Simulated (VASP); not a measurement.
# Co: convergence, self-consistent run

Co, P-3m1 (no. 164), 2 atoms in the cell. PBE; PAW potentials Co (PBE set). VASP 6.6.1. The cell is changed on purpose: last atom moved by 0.08 Å along z, cell strained by +1.0% along z.

Wanted: energy within 0.5 meV/atom; forces within 0.003 eV/Å; stress within 0.05 GPa; site moments within 0.01 μB.

What the run is for: all; Accuracy asked: tight.

POSCAR:
```
Co
1.0
    2.4719999032      0.0000000000      0.0000000000
   -1.2359999516      2.1408147143      0.0000000000
    0.0000000000      0.0000000000      4.0613555208
Co
2
Direct
    0.6666666700      0.3333333300      0.7500000000
    0.3333333300      0.6666666700      0.2698948400
```

The series start from Plane-wave cutoff (eV): 350; Smearing width (eV): 0.1; k-point mesh: 17 × 17 × 9; Precision mode (PREC): Accurate; Electronic threshold (eV): 1e-6; Bands in all (NBANDS): 22; Aspherical gradient terms in the spheres (LASPH): yes; Highest l that the mixer handles (LMAXMIX): 4; Electronic algorithm: ALGO=Normal; Support grid and gradient cutoff: ADDGRID=False GGA_COMPAT=False; Density mixing: defaults. Each series keeps the choices made before it, and each single choice may use up half of a tolerance.

## Plane-wave cutoff (eV)

| Plane-wave cutoff (eV) | Energy less reference (meV/atom) | Forces, largest deviation (eV/Å) | Stress, largest deviation (GPa) | Site moments, largest deviation (μB) | SCF iterations | Time (s) |
|---|---|---|---|---|---|---|
| 220 | 178.20 | 0.1739 | 52.864 | 0.000 | 13 | 5.1 |
| 270 | 1.87 | 0.0089 | 4.228 | 0.003 | 12 | 6.5 |
| 310 | -10.72 | 0.0050 | 0.187 | 0.002 | 12 | 6.9 |
| 350 | -6.08 | 0.0059 | 0.456 | 0.001 | 12 | 8.0 |
| 400 | -1.08 | 0.0030 | 0.561 | 0.000 | 12 | 8.9 |
| 470 | -0.19 | 0.0003 | 0.060 | 0.000 | 12 | 12 |
| 570 | -0.11 | 0.0006 | 0.050 | 0.000 | 12 | 14 |
| 710 (reference) | 0.00 | 0.0000 | 0.000 | 0.000 | 12 | 20 |

Chosen: 710; the next looser run is off by more than half of the tolerance, so convergence isn't shown beyond this value.

## Smearing width (eV)

| Smearing width (eV) | Energy less reference (meV/atom) | Forces, largest deviation (eV/Å) | Stress, largest deviation (GPa) | Site moments, largest deviation (μB) | SCF iterations | Time (s) |
|---|---|---|---|---|---|---|
| 0.4 | -2.71 | 0.0078 | 0.457 | 0.000 | 13 | 21 |
| 0.3 | -0.91 | 0.0028 | 0.345 | 0.009 | 12 | 19 |
| 0.2 | -0.10 | 0.0040 | 0.192 | 0.005 | 12 | 20 |
| 0.15 | -0.01 | 0.0040 | 0.167 | 0.003 | 12 | 19 |
| 0.1 | -0.02 | 0.0027 | 0.101 | 0.002 | 12 | 20 |
| 0.05 (reference) | 0.00 | 0.0000 | 0.000 | 0.000 | 12 | 19 |

Chosen: 0.05; the next looser run is off by more than half of the tolerance, so convergence isn't shown beyond this value.

## k-point mesh

| k-point mesh | Energy less reference (meV/atom) | Forces, largest deviation (eV/Å) | Stress, largest deviation (GPa) | Site moments, largest deviation (μB) | SCF iterations | Time (s) |
|---|---|---|---|---|---|---|
| 5 × 5 × 3 | 30.26 | 0.0239 | 4.541 | 0.163 | 15 | 3.8 |
| 7 × 7 × 4 | 19.37 | 0.0604 | 0.784 | 0.049 | 12 | 4.2 |
| 9 × 9 × 5 | 0.44 | 0.0384 | 1.587 | 0.067 | 13 | 6.1 |
| 11 × 11 × 6 | -3.45 | 0.0471 | 1.060 | 0.048 | 13 | 8.2 |
| 14 × 14 × 8 | 2.45 | 0.0269 | 0.947 | 0.041 | 14 | 14 |
| 17 × 17 × 9 | -0.15 | 0.0084 | 0.354 | 0.017 | 12 | 19 |
| 20 × 20 × 11 | -1.21 | 0.0012 | 0.152 | 0.006 | 12 | 30 |
| 24 × 24 × 13 (reference) | 0.00 | 0.0000 | 0.000 | 0.000 | 12 | 51 |

Chosen: 24 × 24 × 13; the next looser run is off by more than half of the tolerance, so convergence isn't shown beyond this value.

## Precision mode (PREC)

| Precision mode (PREC) | Energy less reference (meV/atom) | Forces, largest deviation (eV/Å) | Stress, largest deviation (GPa) | Site moments, largest deviation (μB) | SCF iterations | Time (s) |
|---|---|---|---|---|---|---|
| SingleN | 0.10 | 0.0006 | 0.091 | 0.000 | 12 | 24 |
| Normal | 0.01 | 0.0000 | 0.004 | 0.000 | 12 | 24 |
| Single | 0.14 | 0.0008 | 0.012 | 0.000 | 12 | 47 |
| Accurate (reference) | 0.00 | 0.0000 | 0.000 | 0.000 | 12 | 51 |

Chosen: Normal, the loosest value from which every tighter one stays within half of the tolerance.

## Electronic threshold (eV)

| Electronic threshold (eV) | Energy less reference (meV/atom) | Forces, largest deviation (eV/Å) | Stress, largest deviation (GPa) | Site moments, largest deviation (μB) | SCF iterations | Time (s) |
|---|---|---|---|---|---|---|
| 0.001 | 0.01 | 0.0032 | 0.828 | 0.003 | 10 | 19 |
| 0.0001 | 0.00 | 0.0003 | 0.021 | 0.000 | 11 | 22 |
| 1e-5 | 0.00 | 0.0008 | 0.033 | 0.000 | 11 | 22 |
| 1e-6 | 0.00 | 0.0007 | 0.027 | 0.000 | 12 | 24 |
| 1e-7 | 0.00 | 0.0000 | 0.002 | 0.000 | 16 | 30 |
| 1e-8 (reference) | 0.00 | 0.0000 | 0.000 | 0.000 | 17 | 33 |

Chosen: 1e-7.

## Bands in all (NBANDS)

| Bands in all (NBANDS) | Energy less reference (meV/atom) | Forces, largest deviation (eV/Å) | Stress, largest deviation (GPa) | Site moments, largest deviation (μB) | SCF iterations | Time (s) |
|---|---|---|---|---|---|---|
| 13 | 0.00 | 0.0000 | 0.004 | 0.000 | 14 | 18 |
| 14 | 0.00 | 0.0000 | 0.003 | 0.000 | 14 | 18 |
| 16 | 0.00 | 0.0000 | 0.009 | 0.000 | 16 | 23 |
| 18 | 0.00 | 0.0000 | 0.009 | 0.000 | 16 | 25 |
| 22 | 0.00 | 0.0000 | 0.009 | 0.000 | 16 | 30 |
| 32 (reference) | 0.00 | 0.0000 | 0.000 | 0.000 | 14 | 41 |

Chosen: 13.

## Aspherical gradient terms in the spheres (LASPH)

| Aspherical gradient terms in the spheres (LASPH) | Energy less reference (meV/atom) | Forces, largest deviation (eV/Å) | Stress, largest deviation (GPa) | Site moments, largest deviation (μB) | SCF iterations | Time (s) |
|---|---|---|---|---|---|---|
| no | 0.40 | 0.0134 | 0.104 | 0.002 | 14 | 16 |
| yes (reference) | 0.00 | 0.0000 | 0.000 | 0.000 | 14 | 18 |

Chosen: yes; the one before it in the list is off by more than half of the tolerance.

## Highest l that the mixer handles (LMAXMIX)

| Highest l that the mixer handles (LMAXMIX) | Energy less reference (meV/atom) | Forces, largest deviation (eV/Å) | Stress, largest deviation (GPa) | Site moments, largest deviation (μB) | SCF iterations | Time (s) |
|---|---|---|---|---|---|---|
| 2 | 0.00 | 0.0000 | 0.012 | 0.000 | 17 | 19 |
| 4 | 0.00 | 0.0000 | 0.000 | 0.000 | 14 | 18 |
| 6 (reference) | 0.00 | 0.0000 | 0.000 | 0.000 | 14 | 16 |

Chosen: 2.

## Electronic algorithm

| Electronic algorithm | Energy less reference (meV/atom) | Forces, largest deviation (eV/Å) | Stress, largest deviation (GPa) | Site moments, largest deviation (μB) | SCF iterations | Time (s) |
|---|---|---|---|---|---|---|
| ALGO=Normal | 0.00 | 0.0000 | 0.000 | 0.000 | 17 | 19 |
| ALGO=Fast | 0.00 | 0.0000 | 0.011 | 0.000 | 18 | 20 |
| ALGO=VeryFast | 0.00 | 0.0000 | 0.004 | 0.000 | 24 | 25 |
| ALGO=All ISEARCH=1 | 0.00 | 0.0003 | 0.002 | 0.000 | 22 | 24 |
| ALGO=All ISEARCH=0 | 0.00 | 0.0002 | 0.009 | 0.000 | 22 | 23 |
| ALGO=Damped TIME=0.4 | 0.00 | 0.0001 | 0.034 | 0.000 | 34 | 26 |
| ALGO=Damped TIME=0.1 | 0.00 | 0.0004 | 0.008 | 0.000 | 54 | 38 |

Chosen: ALGO=Normal; no other choice that stays within half of the tolerance saves 30 % of the time.

## Support grid and gradient cutoff

| Support grid and gradient cutoff | Energy less reference (meV/atom) | Forces, largest deviation (eV/Å) | Stress, largest deviation (GPa) | Site moments, largest deviation (μB) | SCF iterations | Time (s) |
|---|---|---|---|---|---|---|
| ADDGRID=False GGA_COMPAT=False | 0.00 | 0.0000 | 0.000 | 0.000 | 17 | 19 |
| ADDGRID=True GGA_COMPAT=False | 0.00 | 0.0001 | 0.003 | 0.000 | 17 | 20 |
| ADDGRID=False GGA_COMPAT=True | -0.02 | 0.0000 | 0.001 | 0.000 | 17 | 24 |

Chosen: ADDGRID=False GGA_COMPAT=False.

## Density mixing

| Density mixing | Energy less reference (meV/atom) | Forces, largest deviation (eV/Å) | Stress, largest deviation (GPa) | Site moments, largest deviation (μB) | SCF iterations | Time (s) |
|---|---|---|---|---|---|---|
| defaults | 0.00 | 0.0000 | 0.000 | 0.000 | 17 | 19 |
| AMIX=0.2 BMIX=0.0001 AMIX_MAG=0.8 BMIX_MAG=0.0001 | 0.00 | 0.0002 | 0.015 | 0.000 | 14 | 20 |
| AMIX_MAG=0.8 | 0.00 | 0.0000 | 0.010 | 0.000 | 14 | 20 |
| AMIX_MAG=0.4 BMIX_MAG=0.0001 | 0.00 | 0.0000 | 0.007 | 0.000 | 16 | 20 |
| AMIX=0.1 AMIX_MAG=0.4 | 0.00 | 0.0000 | 0.012 | 0.000 | 20 | 24 |
| AMIX=0.1 | 0.00 | 0.0000 | 0.012 | 0.000 | 20 | 23 |
| BMIX=0.5 | 0.00 | 0.0000 | 0.007 | 0.000 | 16 | 18 |
| MAXMIX=-10 | 0.00 | 0.0000 | 0.000 | 0.000 | 17 | 19 |

Chosen: defaults.

## All choices together

| Input | Energy less reference (meV/atom) | Forces, largest deviation (eV/Å) | Stress, largest deviation (GPa) | Site moments, largest deviation (μB) | Time (s) |
|---|---|---|---|---|---|
| the program's defaults (naive) | -12.51 | 0.0547 | 5.602 | 0.021 | 0.8 |
| chosen settings | 0.01 | 0.0000 | 0.004 | 0.000 | 19 |
| reference settings throughout | 0.00 | 0.0000 | 0.000 | 0.000 | 94 |

The chosen settings stay within the tolerance of the reference run, but the reference itself isn't shown to be converged in: Plane-wave cutoff (eV), Smearing width (eV), k-point mesh.

Values of the reference run: Forces: 0, 0, 0.5163, 0, 0, -0.5163 eV/Å; Stress: 4.008, 0, 0, 0, 4.008, 0, 0, 0, -0.1869 GPa; Site moments: 1.63, 1.63 μB.

## The input

INCAR:
```
  GGA = PE
  ISPIN = 2
  MAGMOM = 2 2
  LORBIT = 11
  ISMEAR = 1
  SIGMA = 0.05
  LWAVE = False
  LCHARG = False
  ISIF = 2
  PREC = Normal
  LASPH = True
  LREAL = False
  ALGO = Normal
  EDIFF = 1E-7
  NELM = 200
  GGA_COMPAT = False
  ENCUT = 710
  LMAXMIX = 2
  KPAR = 8
  NBANDS = 13
  ADDGRID = False
```

KPOINTS:
```
Automatic mesh
0
Gamma
  24 24 13
  0 0 0
```

Commands:
```
cat potpaw_PBE.64/Co/POTCAR > POTCAR
mpirun -np 8 vasp_std > vasp.out
```

Limits: The moments start parallel; another order may lie lower.

The chosen input took VASP 6.6.1 19 s on 8 cores (AMD EPYC 9R45 (Zen 5)), a shared host.

## An input that fails: k-point groups that do not divide the ranks

VASP's message: M_divide: can not subdivide            8 nodes by           7.

Changes against the starting input:
```
- NELM = 200
- KPAR = 8
+ NELM = 80
+ KPAR = 7
```
